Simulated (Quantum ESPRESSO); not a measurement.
**LiF (Griceite) in Quantum ESPRESSO: the effect of functional**

The system is LiF (Griceite).

```
F Li
1.0
     0.00000    2.01400    2.01400
     2.01400    0.00000    2.01400
     2.01400    2.01400    0.00000
F Li
1 1
Direct
  0.50000 0.50000 0.50000
  0.00000 0.00000 0.00000
```

Alike in all runs:

| Property | Result |
| --- | --- |
| Program | Quantum ESPRESSO 7.5 |
| Task | dielectric tensor |
| Cutoff | 612 eV |
| Density cutoff | 4898 eV |
| k mesh | 8 × 8 × 8, shifted |
| Occupations | fermi-dirac, width 0.05 eV |
| Spin | no spin polarisation |

| functional | potentials or basis | pressure (GPa) | dielectric constant (mean) |
| --- | --- | --- | --- |
| LDA | GBRV 1.5 LDA | -6.3 | 2.09 |
| PBE | GBRV 1.5 PBE | 2.0 | 2.05 |
| PBEsol | GBRV 1.5 PBEsol | -1.1 | 2.08 |
| WC | GBRV 1.5 PBE | -0.6 | 2.07 |
| BLYP | GBRV 1.5 PBE | ? | ? |
| AM05 | GBRV 1.5 PBE | 0.8 | 2.07 |

Question: What does the run with functional BLYP give?

Answer: Pressure 3.1 GPa; dielectric constant 2.03 mean.

Caveats: the potentials were made for another functional, which shifts forces and pressure (some runs); the cell is more than 3 GPa from zero pressure, which shifts response properties (some runs).
